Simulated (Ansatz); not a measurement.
Write a Python script for the Ansatz DFT code, driven from Python that makes a convergence test of the plane-wave cutoff of AlN, space group P6_3/mmc. Level of theory (first run): LDA, PAW, cutoff 300 eV, 12×12×6 k-points, fixed occupations. The script varies cutoff (eV): 300, 350, 400, 450.

```yaml
crystal:
  lattice:
    - [3.31212, 0.00000, 0.00000]
    - [-1.65606, 2.86838, 0.00000]
    - [0.00000, 0.00000, 4.18756]
  atoms:
    - { symbol: Al, position: [0.33333, 0.66667, 0.75000] }
    - { symbol: Al, position: [0.66667, 0.33333, 0.25000] }
    - { symbol: N, position: [0.33333, 0.66667, 0.25000] }
    - { symbol: N, position: [0.66667, 0.33333, 0.75000] }
```

The script, `aln.py`:
```python
import ansatz as az
import matplotlib.pyplot as plt

cell = (
    az.Lattice.from_parameters(3.312116, 3.312116, 4.187563, alpha=90, beta=90, gamma=120)
    .space_group(194)
    .atom('Al', [1 / 3, 2 / 3, 0.75])
    .atom('N', [1 / 3, 2 / 3, 0.25])
)

model = cell.calculation()
model = model.functional('lda')
model = model.kpoints(12, 12, 6)
model = model.occupations(az.OccupationsMethod.FIXED)
model = model.stress()

rows = []
for value in [300, 350, 400, 450]:
    r = model.basis(value).run(threads=1).report
    rows.append((value, r['free_energy_ev'] / len(r['lattice']['sites']), r['n_iterations'], sum(r['stress_gpa'][i][i] for i in range(3)) / 3, r['n_pw']))

print(' cutoff (eV)   F/atom (eV)    iterations       P (GPa)   plane waves')
for row in rows:
    print(f'{str(row[0]):>12s}  {row[1]:12.5f}  {row[2]:12d}  {row[3]:12.3f}  {row[4]:12d}')

for row in rows[:-1]:
    shift = 1000 * (row[1] - rows[-1][1])
    print(f'{row[0]}: {shift:+.2f} meV/atom' + ('  (within 2 meV)' if abs(shift) < 2 else ''))
plt.figure(figsize=(4.5, 3))
plt.plot([str(row[0]) for row in rows], [1000 * (row[1] - rows[-1][1]) for row in rows], 'o-')
plt.xlabel('cutoff (eV)')
plt.ylabel('F - F(last) (meV/atom)')
plt.tight_layout()
plt.savefig('ecut.png', dpi=100)
```

```console
$ python aln.py
DeckWarning: basis.ecutwfc = 300 eV is below the records' recommended 420 eV, and the density's cutoff is lower with it unless basis.ecutrho_ratio is high enough to keep the records' density cutoff: compare with a run at a higher cutoff
DeckWarning: basis.ecutwfc = 350 eV is below the records' recommended 420 eV, and the density's cutoff is lower with it unless basis.ecutrho_ratio is high enough to keep the records' density cutoff: compare with a run at a higher cutoff
DeckWarning: basis.ecutwfc = 400 eV is below the records' recommended 420 eV, and the density's cutoff is lower with it unless basis.ecutrho_ratio is high enough to keep the records' density cutoff: compare with a run at a higher cutoff
 cutoff (eV)   F/atom (eV)    iterations       P (GPa)   plane waves
         300    -444.65831             6        -9.414           467
         350    -444.78704             6        -8.657           577
         400    -444.82253             6        -8.681           745
         450    -444.82907             6        -8.688           855
300: +170.76 meV/atom
350: +42.03 meV/atom
400: +6.54 meV/atom
```
(Warnings from the package without file and line.)

Caveats:
- Pressure is positive in compression.
- The structure comes from a database of computed cells and needn't be a stable or known phase.
- Shifts are counted from the last row, which is itself no proven limit.
- Timing: 7.8 s on 1 thread of Intel(R) Xeon(R) Processor @ 2.30GHz, with other jobs on the host, peak memory 0.53 GiB.
